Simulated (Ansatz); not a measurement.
Runs of Ansatz 0.2.0 on MgS. The structure is cubic, space group F-43m (No. 216). The conventional cell has a = 5.666 Å, b = 5.666 Å, c = 5.666 Å, α = 90.00°, β = 90.00°, γ = 90.00°. S (site symmetry -43m) is surrounded by 4 Mg at 2.45 Å. Mg (site symmetry -43m) is surrounded by 4 S at 2.45 Å. The cell comes from a database or a generator and needn't be the stable form of this composition.

| task | level | points for each segment of the path | gap on the mesh (eV) | pressure (GPa) | V0 of scaled cells (Å³/atom) | B0 (GPa) |
| --- | --- | --- | --- | --- | --- | --- |
| equation of state | PBE0 | - | - | - | (a) | (c) |
| band structure | HSE06 | 4 | 4.52 | -0.1 | - | - |
| equation of state | HSE06 | - | - | - | 22.70 | 59 |
| band structure | PBE0 | 4 | (b) | -0.2 | - | - |

Alike in all rows: potentials or basis Ansatz PAW; no spin polarisation; cell as given; k mesh 6 × 6 × 6; cutoff (eV) 420; smearing fermi-dirac 0.05 eV.

Q: Estimate the missing entries.

A: (a) 22.68; (b) 5.20; (c) 60.

Caveats: the PAW data sets were made with another functional, which shifts forces and pressure a little (some runs); the PAW data sets come from PBE, with cores solved anew for the run's functional, which leaves a small shift of forces and pressure (some runs); the thresholds are loose for stress (some runs).

